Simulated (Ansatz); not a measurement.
Theory: DFT PBEsol, scalar-relativistic, plane waves, PAW (Ansatz).

Structure of Al:

```
Al
1.0
     0.00000    2.00779    2.00779
     2.00779    0.00000    2.00779
     2.00779    2.00779    0.00000
Al
1
Cartesian
  0.0000 0.0000 0.0000
```

Plane waves to 420 eV, a k mesh through Γ of 18×18×18 on the computed 1-atom cell and Gaussian smearing (0.10 eV); no spin polarisation.

Levels along Γ–X–U | K–Γ–L–W–X, in eV from the Fermi level, sorted by energy at each point. Points in fractions of the primitive reciprocal vectors: Γ (0.000 0.000 0.000), X (0.500 0.000 0.500), U (0.625 0.250 0.625), K (0.375 0.375 0.750), L (0.500 0.500 0.500), W (0.500 0.250 0.750).
```tsv
point	k (1/Å, with 2π)	band 1	band 2	band 3	band 4	band 5
Γ	0.000	-11.24	12.63	12.63	12.63	14.34
-	0.224	-11.06	11.27	11.27	11.51	13.90
-	0.447	-10.50	9.61	9.61	9.74	12.90
-	0.671	-9.57	8.16	8.20	8.20	10.10
-	0.894	-8.28	6.61	6.90	7.10	7.10
-	1.118	-6.65	3.38	5.98	6.31	6.31
-	1.341	-4.70	0.46	5.43	5.84	5.84
X	1.565	-2.95	-1.60	5.25	5.68	5.68
-	1.644	-2.93	-1.58	4.54	5.70	6.23
-	1.723	-2.86	-1.51	3.59	5.76	6.74
-	1.802	-2.76	-1.40	2.60	5.86	7.10
-	1.881	-2.61	-1.25	1.61	6.00	7.39
-	1.960	-2.42	-1.07	0.65	6.18	7.67
-	2.039	-2.18	-0.93	-0.19	6.40	7.96
U	2.118	-1.90	-1.39	-0.36	6.66	8.29
K	2.118	-1.90	-1.39	-0.36	6.66	8.29
-	2.355	-3.87	-0.81	0.71	7.67	9.47
-	2.592	-6.08	0.67	2.23	9.04	10.99
-	2.829	-7.92	2.53	4.09	10.77	12.80
-	3.066	-9.36	4.78	6.24	12.82	14.45
-	3.303	-10.40	7.40	8.59	13.44	14.64
-	3.540	-11.03	10.31	10.98	12.83	14.47
Γ	3.777	-11.24	12.63	12.63	12.63	14.34
-	3.971	-11.10	10.55	12.21	12.21	14.94
-	4.165	-10.68	7.66	11.61	11.61	14.84
-	4.358	-9.99	4.83	11.15	11.15	14.61
-	4.552	-9.02	2.17	10.91	10.91	14.22
-	4.745	-7.78	-0.29	10.88	10.88	13.11
-	4.939	-6.28	-2.52	11.09	11.09	12.21
L	5.133	-4.65	-4.39	11.47	11.47	11.60
-	5.291	-4.57	-4.30	9.83	10.00	12.38
-	5.449	-4.31	-4.03	7.85	8.21	12.78
-	5.607	-3.88	-3.58	5.91	6.43	13.20
-	5.765	-3.27	-2.96	4.11	4.74	13.74
-	5.923	-2.51	-2.19	2.48	3.19	14.42
-	6.081	-1.59	-1.36	1.04	1.88	15.22
W	6.239	-0.86	-0.86	0.13	1.22	15.92
-	6.351	-1.41	-0.21	-0.11	1.54	14.20
-	6.463	-1.88	-0.52	0.52	2.19	12.54
-	6.574	-2.27	-0.90	1.33	2.96	10.97
-	6.686	-2.57	-1.20	2.23	3.78	9.47
-	6.798	-2.78	-1.43	3.22	4.62	8.06
-	6.910	-2.91	-1.56	4.28	5.35	6.73
X	7.021	-2.95	-1.60	5.25	5.68	5.68
```